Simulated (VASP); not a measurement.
# TiTe2 (P-3m1) in VASP: further runs, part 2 of 2

VASP 6.6.1. Earlier steps stand in the parts before.

## 4. Relaxation of cell and atoms, optB86b-vdW

This run uses another cell than the first one, of 26.48 Å³/atom, 0.989 times its volume.

INCAR

```
SYSTEM = TiTe2
  PREC = Accurate
  ENCUT = 600
  EDIFF = 1E-7
  ISMEAR = 1
  SIGMA = 0.1
  LREAL = .FALSE.
  LASPH = .TRUE.
  NELM = 80
  ALGO = Normal
  ISIF = 3
  LWAVE = .FALSE.
  LCHARG = .FALSE.
  GGA = MK
  LUSE_VDW = .TRUE.
  AGGAC = 0.0
  PARAM1 = 0.1234
  PARAM2 = 1.0
  IBRION = 2
  NSW = 90
  EDIFFG = -0.005
```

KPOINTS

```
regular mesh
0
G
  12 12 6
  0 0 0
```

POSCAR

```
TiTe2                                   
1.0
    3.7480319793      0.0000000000      0.0000000000
   -1.8740159896      3.2458909083     -0.0000000000
    0.0000000000     -0.0000000000      6.5291703413
  Ti              Te            
     1     2
Direct
     1.0000000000000000    0.0000000000000000    0.0000000000000000
     0.6666666667000030    0.3333333332999970    0.2637858858741391
     0.3333333332999970    0.6666666667000030    0.7362141141258608
```

Potentials or basis: VASP PAW PBE potentials, release 64 (Ti_sv, Te).

Started as:

```bash
$ cat potpaw_PBE.64/Ti_sv/POTCAR potpaw_PBE.64/Te/POTCAR > POTCAR
$ mpirun -np 1 vasp_std > vasp.out
```

OUTCAR:

```text
SYSTEM = TiTe2
   PREC = Accurate
   ENCUT = 600
   EDIFF = 1E-7
   ISMEAR = 1
   LREAL = .FALSE.
   LASPH = .TRUE.
   NELM = 80
   ISIF = 3
   GGA = MK
   IBRION = 2
   NSW = 90
   EDIFFG = -0.005

 ion  position               nearest neighbor table
   1  0.000  0.000  0.000-   2 2.77   3 2.77   2 2.77   3 2.77   2 2.77   3 2.77
   2  0.667  0.333  0.264-   1 2.77   1 2.77   1 2.77
   3  0.333  0.667  0.736-   1 2.77   1 2.77   1 2.77

  LATTYP: Found a hexagonal cell.
 ALAT       =     3.7480319793
 C/A-ratio  =     1.7420263160

  Lattice vectors:

 A1 = (   3.7480319793,   0.0000000000,   0.0000000000)
 A2 = (  -1.8740159896,   3.2458909083,   0.0000000000)
 A3 = (   0.0000000000,   0.0000000000,   6.5291703413)

Analysis of symmetry for initial positions (statically):
=====================================================================
 Subroutine PRICEL returns:
 Original cell was already a primitive cell.

 Routine SETGRP: Setting up the symmetry group for a
 hexagonal supercell.

 Subroutine GETGRP returns: Found 12 space group operations
 (whereof 12 operations were pure point group operations)
 out of a pool of 24 trial point group operations.

The static configuration has the point symmetry D_3d.

Analysis of symmetry for dynamics (positions and initial velocities):
=====================================================================
 Subroutine PRICEL returns:
 Original cell was already a primitive cell.

 Routine SETGRP: Setting up the symmetry group for a
 hexagonal supercell.

 Subroutine GETGRP returns: Found 12 space group operations
 (whereof 12 operations were pure point group operations)
 out of a pool of 24 trial point group operations.

The dynamic configuration has the point symmetry D_3d.

[... 175 lines left out ...]
 -----------------------------------------------------------------------------------
      0.00000      0.00000      0.00000         0.000000      0.000000     -0.000000
      1.87402      1.08196      1.72230        -0.000000     -0.000000      0.009508
     -0.00000      2.16393      4.80687         0.000000      0.000000     -0.009508
 -----------------------------------------------------------------------------------
    total drift:                                0.000000     -0.000000     -0.000000

  FREE ENERGIE OF THE ION-ELECTRON SYSTEM (eV)
  ---------------------------------------------------
  free  energy   TOTEN  =        -9.8676161952 eV

  energy  without entropy=       -9.8676633837  energy(sigma->0) =       -9.86763192

Total vdW correction in eV:      4.2377735

--------------------------------------- Ionic step        2  -------------------------------------------

 number of electron      24.0000003 magnetization

 Free energy of the ion-electron system (eV)
  ---------------------------------------------------
  ext. energy  EPLUGINS =         0.00000000
  ---------------------------------------------------
  free energy    TOTEN  =        -9.86762277 eV

  energy without entropy =       -9.86767131  energy(sigma->0) =       -9.86763895

 E-fermi :   6.9038     XC(G=0):  -9.9394

 val. band max:        6.8966588679   @ k =   0.3333  -0.0000   0.5000
 cond. band min:       6.9189194139   @ k =   0.0000   0.4167   0.1667
 fundamental gap:      0.0222605461
 Fermi energy:         6.9038328900

 k-point     1 :       0.0000    0.0000    0.0000
  band No.  band energies     occupation
      1     -50.4165      2.00000
      2     -26.7857      2.00000
      3     -26.7857      2.00000
      4     -26.7448      2.00000
      5      -5.5945      2.00000
      6      -4.1198      2.00000
[... 433 lines left out ...]
      3     -26.7884      2.00000
      4     -26.7422      2.00000
      5      -5.2165      2.00000
      6      -4.0846      2.00000
[... 8 lines left out ...]
     15       8.1127     -0.00000
     16       9.5261      0.00000

 [... further k-points ...]
[... 5 lines left out ...]
  --------------------------------------------------------------------------------------
  -------------------------------------------------------------------------------------
  Total       -0.0024445     -0.0024445     -0.0108115     -0.0000000     -0.0000000      0.0000000
  in kB       -0.0493007     -0.0493007     -0.2180509     -0.0000000     -0.0000000      0.0000000
  external PRESSURE =      -0.1055508 kB  Pullay stress =       0.0000000 kB

 VOLUME and BASIS-vectors are now :
 -----------------------------------------------------------------------------
  energy-cutoff  :      600.00
  volume of cell :       79.44
      direct lattice vectors                 reciprocal lattice vectors
     3.748241597  0.000000000  0.000000000     0.266791767  0.154032299  0.000000000
    -1.874120798  3.246072443  0.000000000    -0.000000000  0.308064597  0.000000000
     0.000000000  0.000000000  6.529100363     0.000000000  0.000000000  0.153160458

 POSITION                                       TOTAL-FORCE (eV/Angst)
 -----------------------------------------------------------------------------------
      0.00000      0.00000      6.52910         0.000000      0.000000      0.000000
      1.87412      1.08202      1.72274        -0.000000      0.000000      0.004395
     -0.00000      2.16405      4.80636         0.000000     -0.000000     -0.004395
 -----------------------------------------------------------------------------------
    total drift:                                0.000000      0.000000      0.000000

  FREE ENERGIE OF THE ION-ELECTRON SYSTEM (eV)
  ---------------------------------------------------
  free  energy   TOTEN  =        -9.8676227749 eV

  energy  without entropy=       -9.8676713101  energy(sigma->0) =       -9.86763895

Total vdW correction in eV:      4.2379817

 reached required accuracy - stopping structural energy minimisation
```

It took 3.6 min on 1 thread of AMD EPYC 9R14 (Zen 4), shared host; peak memory 0.57 GiB.

What came out:

```
Free energy                            : -9.8676 eV
Relaxed volume                         : 26.48 Å³/atom
Relaxed cell                           : a = 3.748 Å, b = 3.748 Å, c = 6.529 Å, α = 90.00°, β = 90.00°, γ = 120.00°
Space group after relaxing (to 0.05 Å) : P-3m1 (No. 164)
Energy gained by relaxing              : 0.0 meV/atom
Ionic steps                            : 2
Pressure after relaxing                : 0.0 GPa
Largest force after relaxing           : 0.004 eV/Å
Band gap on the k mesh                 : none (metal or under the smearing width)
```

Forces on the atoms (eV/Å):
```
Ti   0.000  0.000  0.000
Te   0.000  0.000  0.004
Te   0.000  0.000 -0.004
```

Final structure:
```
Ti Te
1.0
     3.74824    0.00000    0.00000
    -1.87412    3.24607    0.00000
     0.00000    0.00000    6.52910
Ti Te
1 2
Direct
  0.00000 0.00000 0.00000
  0.66667 0.33333 0.26386
  0.33333 0.66667 0.73614
```

Levels at points of the mesh, in eV from the Fermi level:
```
           k point  band 10  band 11  band 12  band 13  band 14  band 15
(0.00, 0.00, 0.00)     0.27     0.37     0.37     0.46     1.10     1.10
(0.50, 0.00, 0.00)    -2.45    -1.78    -1.12    -0.03     1.13     1.48
(0.00, 0.00, 0.50)    -1.60     0.36     0.36     0.79     0.79     0.98
(0.50, 0.00, 0.50)    -2.05    -1.04    -0.59    -0.34     1.13     1.47
```

Caveat: the PAW data sets were made with another functional, which shifts forces and pressure a little. Spin-orbit coupling is left out, which matters for the levels of Te.
